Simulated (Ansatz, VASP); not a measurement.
Mg: VASP beside Ansatz

```
Mg
1.0
     0.00000    2.30483    2.30483
     2.30483    0.00000    2.30483
     2.30483    2.30483    0.00000
Mg
1
Direct
  0.00000 0.00000 0.00000
```

Alike in both runs: task single point; functional PBEsol; k mesh 14 × 14 × 14; occupations fermi-dirac, width 0.1 eV; no spin polarisation.

|  | VASP | Ansatz |
| --- | --- | --- |
| version | VASP 6.6.1 | Ansatz 0.2.0 |
| potentials or method | VASP PAW PBE potentials, release 64 (Mg) | plane waves (420 eV) with PAW, scalar-relativistic |
| plane-wave cutoff (eV) | 520 | 420 |
| valence electrons in the cell | 2 | 10 |

VASP gave:

```
pressure (GPa) : -2.4
```

**Question.** What did Ansatz give for the same quantities?

**Answer.** Pressure (GPa): -2.3.

With one functional, cell and mesh, what is left measures potentials, basis and numerics. The two sets of potentials don't hold the same shells in valence. Ansatz warned: «pseudo_functional_mismatch».

Caveats: the PAW data sets were made with another functional, which shifts forces and pressure a little (VASP).
